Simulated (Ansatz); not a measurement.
# CeO2 (fluorite): a single-point run

Wanted: a converged single-point run for CeO2 (fluorite), and a check of what comes out. The structure is shown as the input types it.

Method: DFT PBE, scalar-relativistic, plane waves, PAW, in Ansatz 0.2.0.

1 further run of the same task is left out (it didn't finish).

### 1 The starting structure

Symmetry: Fm-3m, No. 225, cubic system. Conventional cell: a = 5.464 Å, b = 5.464 Å, c = 5.464 Å, α = 90.00°, β = 90.00°, γ = 90.00°. Around Ce (site symmetry m-3m) lie 8 O at 2.37 Å. Around O (site symmetry -43m) lie 4 Ce at 2.37 Å.

As a file:

```
Ce O
1.0
     0.00000    2.73213    2.73213
     2.73213    0.00000    2.73213
     2.73213    2.73213    0.00000
Ce O
1 2
Cartesian
  0.0000 0.0000 0.0000
  1.3661 1.3661 1.3661
  4.0982 4.0982 4.0982
```

### 2 The calculation

input.yaml reads:

```yaml
crystal:
  lattice:
    - [0.0, 2.7321286902, 2.7321286902]
    - [2.7321286902, 0.0, 2.7321286902]
    - [2.7321286902, 2.7321286902, 0.0]
  atoms:
    - { symbol: Ce, position: [0.0, 0.0, 0.0] }
    - { symbol: O, position: [0.25, 0.25, 0.25] }
    - { symbol: O, position: [0.75, 0.75, 0.75] }
basis:
  ecutwfc: 420
  ecutrho_ratio: 4
kpoints:
  mp_grid: { grid: [12, 12, 12] }
hamiltonian:
  xc: pbe
scf:
  occupations: { method: gaussian, width: 0.05 }
  max_iter: 3
output:
  forces: true
  stress: true
```

Started as:

```console
> ansatz run input.yaml --threads 2 --pin off --max-ram 2662MiB --backend cpu --events-out ev --progress --plain --runs-dir out
```

Q: Will this input give a usable result? If not, why, and what should change?

The SCF did not converge in 3 cycles. The density residual dr2 stood at 0.0137 eV (threshold 1.0e-7). Nothing that it prints is a result.

The suspect setting: scf.max_iter is 3. The run was allowed too few self-consistency cycles to reach its threshold.

What to do: delete scf.max_iter (the default then holds).
